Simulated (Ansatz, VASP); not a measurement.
**PbSe (Clausthalite): VASP beside Ansatz**

Contents of INCAR:

```
SYSTEM = PbSe
PREC = Accurate
ENCUT = 520
EDIFF = 1E-6
ISMEAR = -1
SIGMA = 0.05
LREAL = .False.
LASPH = .True.
NELM = 60
ALGO = Normal
ISIF = 2
LWAVE = .False.
LCHARG = .False.
GGA = B5
ALDAX = 1.0
AGGAX = 1.0
AGGAC = 1.0
ALDAC = 0.0
IVDW = 13
VDW_S6 = 1.0
VDW_S8 = 2.34076671
VDW_A1 = 0.44488865
VDW_A2 = 4.0933009
NBANDS = 17
```

Contents of KPOINTS:

```
regular mesh
0
Gamma
  8 8 8
  0 0 0
```

Contents of POSCAR:

```
PbSe
1.0
    0.0000000000      3.0192847941      3.0192847941
    3.0192847941      0.0000000000      3.0192847941
    3.0192847941      3.0192847941      0.0000000000
Pb Se
1 1
Direct
    0.0000000000      0.0000000000      0.0000000000
    0.5000000000      0.5000000000      0.5000000000
```

File input.yaml:

```yaml
crystal:
  lattice:
    - [0.0, 3.0192847941, 3.0192847941]
    - [3.0192847941, 0.0, 3.0192847941]
    - [3.0192847941, 3.0192847941, 0.0]
  atoms:
    - { symbol: Pb, position: [0.0, 0.0, 0.0] }
    - { symbol: Se, position: [0.5, 0.5, 0.5] }
hamiltonian:
  xc: blyp
  pseudopotentials: { kind: paw }
  dispersion: d4
kpoints:
  mp_grid: { grid: [8, 8, 8] }
scf:
  occupations: { method: fermi_dirac, width: 0.05 }
output:
  forces: true
  stress: true
  eigenvalues: true
```

Alike in both runs: task single point; functional BLYP; dispersion D4; k mesh 8 × 8 × 8; occupations fermi-dirac, width 0.05 eV; no spin polarisation.

|  | VASP | Ansatz |
| --- | --- | --- |
| version | VASP 6.6.1 | Ansatz 0.2.0 |
| potentials or method | VASP PAW PBE potentials, release 64 (Pb_d, Se) | Ansatz PAW |
| plane-wave cutoff (eV) | 520 | 420 |
| valence electrons in the cell | 20 | 30 |

Ansatz gave:

* gap on the k mesh at the Fermi level (eV): 0.28
* least direct gap on the mesh (eV): 0.28
* pressure (GPa): 4.3
* dispersion energy (meV/atom): -776.9

Problem. Which values does VASP return?

Solution. gap on the k mesh at the Fermi level (eV): 0.26; least direct gap on the mesh (eV): 0.26; pressure (GPa): 4.5; dispersion energy (meV/atom): -776.7.

The two sets of potentials don't hold the same shells in valence.

Caveats: spin-orbit coupling is left out, which as a rule narrows the gap of such compounds by several tenths of an eV; the PAW data sets were made with another functional, which shifts forces and pressure a little (VASP); the PAW data sets come from PBE, with cores solved anew for the run's functional, which leaves a small shift of forces and pressure (Ansatz).
